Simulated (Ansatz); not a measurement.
# AlN: the cost of one run

Computed with Ansatz 0.2.0 (DFT PBE, scalar-relativistic, plane waves, PAW, unless a step's input says otherwise).

The COD entry's cell or inner coordinates are ideal or old and differ from later refinements, so a difference from it is no clean test against experiment.

## Step 1: The starting structure

The structure is hexagonal, space group P6_3mc (No. 186). Conventional cell: a = 3.113 Å, b = 3.113 Å, c = 4.981 Å, α = 90.00°, β = 90.00°, γ = 120.00°. Al (site symmetry 3m) is surrounded by 4 N at 1.89 Å. N (site symmetry 3m) has 4 Al at 1.89 Å in its first shell of neighbours.

As a file:

```
CELL_PARAMETERS angstrom
-4.66950 2.69594 4.98100
4.66950 -2.69594 4.98100
4.66950 8.08781 -4.98100
ATOMIC_POSITIONS crystal
Al 0.16667 0.00000 0.16667
Al 0.66667 0.50000 0.16667
Al 0.50000 0.83333 0.33333
Al 0.00000 0.33333 0.33333
Al 0.83333 0.66667 0.50000
Al 0.33333 0.16667 0.50000
Al 0.16667 0.50000 0.66667
Al 0.66667 0.00000 0.66667
Al 0.50000 0.33333 0.83333
Al 0.00000 0.83333 0.83333
Al 0.83333 0.16667 0.00000
Al 0.33333 0.66667 0.00000
Al 0.25000 0.41667 0.16667
Al 0.75000 0.91667 0.16667
Al 0.58333 0.25000 0.33333
Al 0.08333 0.75000 0.33333
Al 0.91667 0.08333 0.50000
Al 0.41667 0.58333 0.50000
Al 0.25000 0.91667 0.66667
Al 0.75000 0.41667 0.66667
Al 0.58333 0.75000 0.83333
Al 0.08333 0.25000 0.83333
Al 0.91667 0.58333 0.00000
Al 0.41667 0.08333 0.00000
N 0.35667 0.19000 0.16667
N 0.85667 0.69000 0.16667
N 0.69000 0.02333 0.33333
N 0.19000 0.52333 0.33333
N 0.02333 0.85667 0.50000
N 0.52333 0.35667 0.50000
N 0.35667 0.69000 0.66667
N 0.85667 0.19000 0.66667
N 0.69000 0.52333 0.83333
N 0.19000 0.02333 0.83333
N 0.02333 0.35667 0.00000
N 0.52333 0.85667 0.00000
N 0.44000 0.60667 0.16667
N 0.94000 0.10667 0.16667
N 0.77333 0.44000 0.33333
N 0.27333 0.94000 0.33333
N 0.10667 0.27333 0.50000
N 0.60667 0.77333 0.50000
N 0.44000 0.10667 0.66667
N 0.94000 0.60667 0.66667
N 0.77333 0.94000 0.83333
N 0.27333 0.44000 0.83333
N 0.10667 0.77333 0.00000
N 0.60667 0.27333 0.00000
```

The runs take a perfect supercell of 48 atoms; the defect goes to fractional position (0.167, 0.000, 0.167).

## Step 2: The perfect supercell

File input.yaml:

```yaml
crystal:
  lattice:
    - [-4.6695, 2.695937, 4.981]
    - [4.6695, -2.695937, 4.981]
    - [4.6695, 8.087811, -4.981]
  atoms:
    - { symbol: Al, position: [0.166666, 0.0, 0.166667] }
    - { symbol: Al, position: [0.666666, 0.5, 0.166667] }
    - { symbol: Al, position: [0.5, 0.833334, 0.333333] }
    - { symbol: Al, position: [0.0, 0.333334, 0.333333] }
    - { symbol: Al, position: [0.833333, 0.666667, 0.5] }
    - { symbol: Al, position: [0.333333, 0.166667, 0.5] }
    - { symbol: Al, position: [0.166666, 0.5, 0.666667] }
    - { symbol: Al, position: [0.666666, 0.0, 0.666667] }
    - { symbol: Al, position: [0.5, 0.333334, 0.833333] }
    - { symbol: Al, position: [0.0, 0.833334, 0.833333] }
    - { symbol: Al, position: [0.833333, 0.166667, 0.0] }
    - { symbol: Al, position: [0.333333, 0.666667, 0.0] }
    - { symbol: Al, position: [0.25, 0.416666, 0.166667] }
    - { symbol: Al, position: [0.75, 0.916666, 0.166667] }
    - { symbol: Al, position: [0.583334, 0.25, 0.333333] }
    - { symbol: Al, position: [0.083334, 0.75, 0.333333] }
    - { symbol: Al, position: [0.916667, 0.083333, 0.5] }
    - { symbol: Al, position: [0.416667, 0.583333, 0.5] }
    - { symbol: Al, position: [0.25, 0.916666, 0.666667] }
    - { symbol: Al, position: [0.75, 0.416666, 0.666667] }
    - { symbol: Al, position: [0.583334, 0.75, 0.833333] }
    - { symbol: Al, position: [0.083334, 0.25, 0.833333] }
    - { symbol: Al, position: [0.916667, 0.583333, 0.0] }
    - { symbol: Al, position: [0.416667, 0.083333, 0.0] }
    - { symbol: "N", position: [0.356666, 0.19, 0.166667] }
    - { symbol: "N", position: [0.856666, 0.69, 0.166667] }
    - { symbol: "N", position: [0.69, 0.023334, 0.333333] }
    - { symbol: "N", position: [0.19, 0.523334, 0.333333] }
    - { symbol: "N", position: [0.023333, 0.856667, 0.5] }
    - { symbol: "N", position: [0.523333, 0.356667, 0.5] }
    - { symbol: "N", position: [0.356666, 0.69, 0.666667] }
    - { symbol: "N", position: [0.856666, 0.19, 0.666667] }
    - { symbol: "N", position: [0.69, 0.523334, 0.833333] }
    - { symbol: "N", position: [0.19, 0.023334, 0.833333] }
    - { symbol: "N", position: [0.023333, 0.356667, 0.0] }
    - { symbol: "N", position: [0.523333, 0.856667, 0.0] }
    - { symbol: "N", position: [0.44, 0.606666, 0.166667] }
    - { symbol: "N", position: [0.94, 0.106666, 0.166667] }
    - { symbol: "N", position: [0.773334, 0.44, 0.333333] }
    - { symbol: "N", position: [0.273334, 0.94, 0.333333] }
    - { symbol: "N", position: [0.106667, 0.273333, 0.5] }
    - { symbol: "N", position: [0.606667, 0.773333, 0.5] }
    - { symbol: "N", position: [0.44, 0.106666, 0.666667] }
    - { symbol: "N", position: [0.94, 0.606666, 0.666667] }
    - { symbol: "N", position: [0.773334, 0.94, 0.833333] }
    - { symbol: "N", position: [0.273334, 0.44, 0.833333] }
    - { symbol: "N", position: [0.106667, 0.773333, 0.0] }
    - { symbol: "N", position: [0.606667, 0.273333, 0.0] }
basis:
  ecutwfc: 420
  fft_grid_basis: typed
kpoints:
  mp_grid: { grid: [2, 2, 2] }
hamiltonian:
  xc: pbe
  pseudopotentials: { kind: paw }
scf:
  occupations: { method: gaussian, width: 0.05 }
output:
  forces: true
  stress: false
  eigenvalues: true
  bader: false
  write_density: true
  volumetric_format: npy
```

Launch:

```console
ansatz run input.yaml --threads 4 --pin off --max-ram 10240MiB --backend cpu --events-out ev --progress --plain --runs-dir out
```

**Question.** How long does this run take on 4 threads of Arm Neoverse V2, shared host, and how much memory does it need?

About 4.1 s, with a peak of 1.8 GiB.
